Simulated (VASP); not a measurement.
# Si (P6/mmm) in VASP: a series of runs, part 2 of 2

VASP 6.6.1. Earlier steps stand in the parts before.

## Step 4: Single point, r2SCAN

This run uses another cell than the first one, of 15.11 Å³/atom, 1.016 times its volume.

Input file POSCAR:

```
Si
1.0
    2.6310666699      0.0000000000      0.0000000000
   -1.3155333350      2.2785705752      0.0000000000
    0.0000000000      0.0000000000      2.5197059798
Si
1
Direct
    0.0000000000      0.0000000000      0.0000000000
```

Input file INCAR.step1:

```
PREC = Accurate
ENCUT = 520
ISMEAR = 0
SIGMA = 0.1
LREAL = F
LASPH = T
NELM = 100
NBANDS = 8
GGA = PE
ALGO = Normal
EDIFF = 1E-4
LWAVE = T
LCHARG = F
```

Input file INCAR.step2:

```
PREC = Accurate
ENCUT = 520
EDIFF = 1E-7
ISMEAR = 0
SIGMA = 0.1
LREAL = F
LASPH = T
NELM = 100
ALGO = Normal
ISIF = 2
LWAVE = F
LCHARG = T
METAGGA = R2SCAN
LMIXTAU = T
LELF = T
LVHAR = T
NBANDS = 8
ISTART = 1
```

Input file KPOINTS:

```
regular mesh
0
Gamma
  6 6 6
```

Potentials or basis: VASP PAW PBE potentials, release 64 (Si).

The run is started by

```bash
> cat potpaw_PBE.64/Si/POTCAR > POTCAR
> cp INCAR.step1 INCAR
> mpirun -np 1 vasp_std > vasp.out
> cp INCAR.step2 INCAR
> mpirun -np 1 vasp_std > vasp.out
```

OUTCAR:

```text
PREC = Accurate
   ENCUT = 520
   EDIFF = 1E-7
   ISMEAR = 0
   LREAL = F
   LASPH = T
   NELM = 100
   ISIF = 2
   METAGGA = R2SCAN
   ISTART = 1

 ion  position               nearest neighbor table
   1  0.000  0.000  0.000-

  LATTYP: Found a hexagonal cell.
 ALAT       =     2.6310666699
 C/A-ratio  =     0.9576746985

  Lattice vectors:

 A1 = (   2.6310666699,   0.0000000000,   0.0000000000)
 A2 = (  -1.3155333350,   2.2785705752,   0.0000000000)
 A3 = (   0.0000000000,   0.0000000000,   2.5197059798)

Analysis of symmetry for initial positions (statically):
=====================================================================
 Subroutine PRICEL returns:
 Original cell was already a primitive cell.

 Routine SETGRP: Setting up the symmetry group for a
 hexagonal supercell.

 Subroutine GETGRP returns: Found 24 space group operations
 (whereof 24 operations were pure point group operations)
 out of a pool of 24 trial point group operations.

The static configuration has the point symmetry D_6h.

Analysis of symmetry for dynamics (positions and initial velocities):
=====================================================================
 Subroutine PRICEL returns:
 Original cell was already a primitive cell.

 Routine SETGRP: Setting up the symmetry group for a
 hexagonal supercell.

 Subroutine GETGRP returns: Found 24 space group operations
 (whereof 24 operations were pure point group operations)
 out of a pool of 24 trial point group operations.

The dynamic configuration has the point symmetry D_6h.

 Subroutine INISYM returns: Found 24 space group operations
 (whereof 24 operations are pure point group operations),
 and found     1 'primitive' translations

----------------------------------------------------------------------------------------

[... 111 lines left out ...]
  volume/ion in A,a.u.               =      15.11       101.94
  Fermi-wavevector in a.u.,A,eV,Ry     =   1.051268  1.986608 15.036673  1.105164
  Thomas-Fermi vector in A             =   2.186304
   LORBIT       =      0    0 simple, 1 ext, 2 COOP (PROOUT), +10 PAW based schemes
   METAGGA = R2SCAN    functional components
   LHFCALC =     F    Hartree Fock is set to
   AEXX    =    0.0000 exact exchange contribution
   IVDW    =     0    specifies the selected vdW correction
   LEPSILON=     F    determine dielectric tensor
   LRPA    =     F    only Hartree local field effects (RPA)
 non-spin polarized calculation
 Gauss-broadening in eV      SIGMA  =   0.10
  energy-cutoff  :      520.00
  volume of cell :       15.11
 maximum number of plane-waves:       423
 NGX is ok and might be reduce to    20
   NGX =  9   NGY =  9   NGZ =  9

 number of electron       4.0000000 magnetization

 Free energy of the ion-electron system (eV)
  ---------------------------------------------------
  ext. energy  EPLUGINS =         0.00000000
  ---------------------------------------------------
  free energy    TOTEN  =        -8.29971053 eV

  energy without entropy =       -8.29967497  energy(sigma->0) =       -8.29969275

 E-fermi :   9.9799     XC(G=0): -11.5325

 val. band max:        9.7463953976   @ k =   0.3333   0.1667   0.5000
 cond. band min:      10.2220141823   @ k =   0.3333   0.1667   0.1667
 fundamental gap:      0.4756187848
 Fermi energy:         9.9799464963

 k-point     1 :       0.0000    0.0000    0.0000
  band No.  band energies     occupation
      1      -5.3199      2.00000
      2      16.9944      0.00000
      3      16.9951      0.00000
      4      20.4202      0.00000
      5      20.4202      0.00000
      6      22.4438      0.00000
      7      22.4438      0.00000
      8      28.1420      0.00000
[... 243 lines left out ...]
 k-point    24 :       0.3333   -0.0000    0.5000
  band No.  band energies     occupation
      1       2.6819      2.00000
      2       4.8464      2.00000
      3      12.0128      0.00000
      4      14.9778      0.00000
      5      19.2126      0.00000
      6      22.9594      0.00000
      7      23.2663      0.00000
      8      27.4518      0.00000

 [... further k-points ...]

------------------------ aborting loop because EDIFF is reached ----------------------------------------

  FORCE on cell =-STRESS in cart. coord.  units (eV):
  Direction    XX          YY          ZZ          XY          YZ          ZX
  --------------------------------------------------------------------------------------
  -------------------------------------------------------------------------------------
  Total        0.0000831      0.0000831     -0.0194301     -0.0000000      0.0000000      0.0000000
  in kB        0.0088119      0.0088119     -2.0608300     -0.0000000      0.0000000      0.0000000
  external PRESSURE =      -0.6810687 kB  Pullay stress =       0.0000000 kB

 VOLUME and BASIS-vectors are now :
 -----------------------------------------------------------------------------
  energy-cutoff  :      520.00
  volume of cell :       15.11
      direct lattice vectors                 reciprocal lattice vectors
     2.631066670  0.000000000  0.000000000     0.380073987  0.219435819  0.000000000
    -1.315533335  2.278570575  0.000000000     0.000000000  0.438871638  0.000000000
     0.000000000  0.000000000  2.519705980     0.000000000  0.000000000  0.396871702

 POSITION                                       TOTAL-FORCE (eV/Angst)
 -----------------------------------------------------------------------------------
      0.00000      0.00000      0.00000         0.000000      0.000000      0.000000
 -----------------------------------------------------------------------------------
    total drift:                               -0.000000      0.000000      0.000000

  FREE ENERGIE OF THE ION-ELECTRON SYSTEM (eV)
  ---------------------------------------------------
  free  energy   TOTEN  =        -8.2997105259 eV

  energy  without entropy=       -8.2996749744  energy(sigma->0) =       -8.29969275
```

OUTCAR.step1:

```text
PREC = Accurate
   ENCUT = 520
   ISMEAR = 0
   LREAL = F
   LASPH = T
[... 482 lines left out ...]

 POSITION                                       TOTAL-FORCE (eV/Angst)
 -----------------------------------------------------------------------------------
      0.00000      0.00000      0.00000         0.000000      0.000000      0.000000
 -----------------------------------------------------------------------------------
    total drift:                               -0.000000     -0.000000      0.000000

  FREE ENERGIE OF THE ION-ELECTRON SYSTEM (eV)
  ---------------------------------------------------
  free  energy   TOTEN  =        -5.0936231424 eV

  energy  without entropy=       -5.0935222635  energy(sigma->0) =       -5.09357270
```

OSZICAR.step1:

```text
N       E                     dE             d eps       ncg     rms          rms(c)
DAV:   1    -0.193531142735E+01   -0.19353E+01   -0.20071E+03   496   0.396E+02
DAV:   2    -0.507063695566E+01   -0.31353E+01   -0.30766E+01   632   0.319E+01
DAV:   3    -0.509808831687E+01   -0.27451E-01   -0.27437E-01   480   0.306E+00
DAV:   4    -0.509813690238E+01   -0.48586E-04   -0.48585E-04   736   0.135E-01
DAV:   5    -0.509813691276E+01   -0.10386E-07   -0.98361E-08   488   0.131E-03    0.283E+00
DAV:   6    -0.509552052538E+01    0.26164E-02   -0.13106E-03   528   0.186E-01    0.162E+00
DAV:   7    -0.509361086127E+01    0.19097E-02   -0.31338E-03   504   0.293E-01    0.158E-01
DAV:   8    -0.509362314238E+01   -0.12281E-04   -0.29774E-05   408   0.445E-02
   1 F= -.50936231E+01 E0= -.50935727E+01  d E =-.100879E-03
```

Run time: 11 s. Hardware: 1 thread of Intel Xeon Platinum 8488C (Sapphire Rapids), shared host; peak memory 0.12 GiB.

Results:

* Free energy: -8.2997 eV
* Pressure: -0.1 GPa
* Band gap on the k mesh: none (metal or under the smearing width)

Stress tensor (GPa, compression positive):
```
 0.00  0.00  0.00
 0.00  0.00  0.00
 0.00  0.00 -0.21
```

Caveat: the k mesh is coarse (spacing up to 0.46 Å⁻¹), so the values aren't converged; the PAW data sets were made with another functional, which shifts forces and pressure a little.

## Step 5: Relaxation of cell and atoms, r2SCAN

This run uses another cell than the first one, of 20.50 Å³/atom, 1.378 times its volume.

Input file POSCAR:

```
Si
1.0
    2.9367410356      0.0000000000      0.0000000000
   -1.4683705178      2.5432923412      0.0000000000
    0.0000000000      0.0000000000      2.7440174052
Si
1
Direct
    0.0000000000      0.0000000000      0.0000000000
```

Input file INCAR.step1:

```
  ALGO = Normal
  EDIFF = 1E-4
  ENCUT = 600
  GGA = PE
  ISMEAR = 0
  LASPH = T
  LCHARG = F
  LREAL = F
  LWAVE = T
  NELM = 100
  PREC = Accurate
  SIGMA = 0.1
```

Input file INCAR.step2:

```
  ALGO = Normal
  EDIFF = 1E-6
  EDIFFG = -0.04
  ENCUT = 600
  IBRION = 2
  ISIF = 3
  ISMEAR = 0
  ISTART = 1
  LASPH = T
  LCHARG = F
  LMIXTAU = T
  LREAL = F
  LWAVE = F
  METAGGA = R2SCAN
  NELM = 100
  NSW = 90
  PREC = Accurate
  SIGMA = 0.1
```

Input file KPOINTS:

```
k-points
0
Gamma
  6 6 6
```

Potentials or basis: VASP PAW PBE potentials, release 64 (Si).

The run is started by

```bash
> cat potpaw_PBE.64/Si/POTCAR > POTCAR
> cp INCAR.step1 INCAR
> mpirun -np 1 vasp_std > vasp.out
> cp INCAR.step2 INCAR
> mpirun -np 1 vasp_std > vasp.out
```

OUTCAR:

```text
EDIFF = 1E-6
   EDIFFG = -0.04
   ENCUT = 600
   IBRION = 2
   ISIF = 3
   ISMEAR = 0
   ISTART = 1
   LASPH = T
   LREAL = F
   METAGGA = R2SCAN
   NELM = 100
   NSW = 90
   PREC = Accurate

 ion  position               nearest neighbor table
   1  0.000  0.000  0.000-

  LATTYP: Found a hexagonal cell.
 ALAT       =     2.9367410356
 C/A-ratio  =     0.9343750000

  Lattice vectors:

 A1 = (   2.9367410356,   0.0000000000,   0.0000000000)
 A2 = (  -1.4683705178,   2.5432923412,   0.0000000000)
 A3 = (   0.0000000000,   0.0000000000,   2.7440174052)

Analysis of symmetry for initial positions (statically):
=====================================================================
 Subroutine PRICEL returns:
 Original cell was already a primitive cell.

 Routine SETGRP: Setting up the symmetry group for a
 hexagonal supercell.

 Subroutine GETGRP returns: Found 24 space group operations
 (whereof 24 operations were pure point group operations)
[... 312 lines left out ...]
 Fermi energy:         9.9523871229

 k-point     1 :       0.0000    0.0000    0.0000
  band No.  band energies     occupation
      1      -5.3232      2.00000
      2      17.0197      0.00000
      3      17.1090      0.00000
      4      20.2818      0.00000
      5      20.2818      0.00000
      6      22.3624      0.00000
[... 241 lines left out ...]
--------------------------------------- Ionic step        6  -------------------------------------------

 number of electron       4.0000000 magnetization

 Free energy of the ion-electron system (eV)
  ---------------------------------------------------
  ext. energy  EPLUGINS =         0.00000000
  ---------------------------------------------------
  free energy    TOTEN  =        -8.29978127 eV

  energy without entropy =       -8.29973628  energy(sigma->0) =       -8.29975878

 E-fermi :  10.0017     XC(G=0): -11.5401

 val. band max:        9.7759188883   @ k =   0.3333   0.1667   0.5000
 cond. band min:      10.2387011417   @ k =   0.3333   0.1667   0.1667
 fundamental gap:      0.4627822534
 Fermi energy:        10.0016841154

 k-point     1 :       0.0000    0.0000    0.0000
  band No.  band energies     occupation
      1      -5.3139      2.00000
      2      17.0234      0.00000
      3      17.0475      0.00000
      4      20.4469      0.00000
      5      20.4469      0.00000
      6      22.4647      0.00000
[... 235 lines left out ...]
  FREE ENERGIE OF THE ION-ELECTRON SYSTEM (eV)
  ---------------------------------------------------
  free  energy   TOTEN  =        -8.2997812730 eV

  energy  without entropy=       -8.2997362796  energy(sigma->0) =       -8.29975878

 reached required accuracy - stopping structural energy minimisation
```

OSZICAR.step1:

```text
N       E                     dE             d eps       ncg     rms          rms(c)
DAV:   1    -0.866320441598E+00   -0.86632E+00   -0.18164E+03   360   0.560E+02
DAV:   2    -0.473226059259E+01   -0.38659E+01   -0.36753E+01   486   0.413E+01
DAV:   3    -0.477698990786E+01   -0.44729E-01   -0.44558E-01   402   0.480E+00
DAV:   4    -0.477711012415E+01   -0.12022E-03   -0.12022E-03   498   0.299E-01
DAV:   5    -0.477711037972E+01   -0.25557E-06   -0.25518E-06   408   0.965E-03    0.164E+00
DAV:   6    -0.477453022135E+01    0.25802E-02   -0.38081E-03   402   0.359E-01    0.913E-01
DAV:   7    -0.477341932010E+01    0.11109E-02   -0.77484E-03   378   0.508E-01    0.137E-01
DAV:   8    -0.477345901429E+01   -0.39694E-04   -0.93268E-05   330   0.883E-02
   1 F= -.47734590E+01 E0= -.47716069E+01  d E =-.370414E-02
```

Run time: 30 s. Hardware: 1 thread of Intel Xeon Platinum 8488C (Sapphire Rapids), shared host; peak memory 0.14 GiB.

What came out:

| Quantity | Value |
| --- | --- |
| Free energy | -8.2998 eV |
| Relaxed volume | 15.08 Å³/atom |
| Relaxed cell | a = 2.630 Å, b = 2.630 Å, c = 2.517 Å, α = 90.00°, β = 90.00°, γ = 120.00° |
| Space group after relaxing (to 0.05 Å) | P6/mmm (No. 191) |
| Energy gained by relaxing | 355.4 meV/atom |
| Ionic steps | 6 |
| Pressure after relaxing | 0.1 GPa |
| Band gap on the k mesh | none (metal or under the smearing width) |

Step by step:
| step | energy change (eV) | largest force (eV/Å) | pressure (GPa) | volume (Å³) |
| --- | --- | --- | --- | --- |
| 1 | 0.0000 | 0.0000 | -16.25 | 20.50 |
| 2 | -0.3544 | 0.0000 | 1.34 | 14.92 |
| 3 | -0.3552 | 0.0000 | -0.34 | 15.13 |
| 4 | -0.3551 | 0.0000 | 0.51 | 15.03 |
| 5 | -0.3551 | 0.0000 | -0.23 | 15.13 |
| 6 | -0.3554 | 0.0000 | 0.15 | 15.08 |

Final structure:
```yaml
crystal:
  lattice:
    - [2.63020, 0.00000, 0.00000]
    - [-1.31510, 2.27782, 0.00000]
    - [0.00000, 0.00000, 2.51723]
  atoms:
    - { symbol: Si, position: [0.00000, 0.00000, 0.00000] }
```

Caveat: the k mesh is coarse (spacing up to 0.41 Å⁻¹), so the values aren't converged; the volume moved by over 15 % at a fixed basis, so the end points are rough; the PAW data sets were made with another functional, which shifts forces and pressure a little.

## Step 6: Overview

| task | cell | k mesh | cutoff (eV) | gap on the mesh (eV) | pressure (GPa) | relaxed volume (Å³/atom) |
| --- | --- | --- | --- | --- | --- | --- |
| single point | P6/mmm, 14.87 Å³/atom | 9 × 9 × 6 | 520 | none | -0.1 | - |
| relaxation of cell and atoms | relaxed | 9 × 9 × 6 | 600 | none | 0.0 | 14.87 |
| single point | P6/mmm, 15.11 Å³/atom | 6 × 6 × 6 | 520 | none | -0.1 | - |
| relaxation of cell and atoms | relaxed | 6 × 6 × 6 | 600 | none | 0.1 | 15.08 |

Alike in all rows: level r2SCAN; potentials or basis VASP PAW PBE potentials, release 64 (Si); no spin polarisation; smearing gaussian 0.1 eV; the mesh is coarse, so values aren't converged.

Caveats: all runs use coarse meshes; the PAW data sets were made with another functional, which shifts forces and pressure a little; the volume moved by over 15 % at a fixed basis, so the end points are rough (some runs).

Absolute energies hang on the potentials; compare differences alone.
